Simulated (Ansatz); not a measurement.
WC, DFT, PBE, all-electron PAW with datasets made for the crystal, scalar-relativistic (Ansatz 0.2.0), run on 1 thread of Intel(R) Xeon(R) 6975P-C (Granite Rapids) on a shared host.

The geometry is COD entry 2102244, unchecked; take it as a test cell. The listed cell was then made from it by scaling, straining or moving an atom.

Command: `ansatz run input.yaml --threads 1 --pin off --max-ram 3072MiB --backend cpu --events-out ev --progress --plain --runs-dir out`

```yaml
crystal:
  lattice:
    - [2.8810343969, 0.0, 0.0]
    - [-1.4405171984, 2.4950489769, 0.0]
    - [0.0, 0.0, 2.8100128507]
  atoms:
    - { symbol: W, position: [0.0, 0.0, 0.0] }
    - { symbol: C, position: [0.6666666667, 0.3333333333, 0.5] }
kpoints:
  mp_grid: { grid: [13, 13, 12] }
scf:
  occupations: { method: fermi_dirac, width: 0.05 }
hamiltonian:
  xc: pbe
  pseudopotentials: { kind: all_electron, datasets: crystal }
output:
  forces: true
  stress: true
  eigenvalues: true
  efg: { contact_densities: true }
```

Question: How large is the problem that the program sets up?

Answer: 147 irreducible k-points, 291 plane waves at Γ, 15 bands.

Question: About how long does it take, and how much memory does it use?

Answer: 26 s of wall time for 10 SCF iterations, with a peak of 0.92 GiB. Times on shared machines scatter by tens of per cent.

Question: And the same cell and mesh by frozen-core PAW, asked for forces, stress, eigenvalues, efg, on the same hardware?

Answer: 3.5 s, peak memory 0.42 GiB.
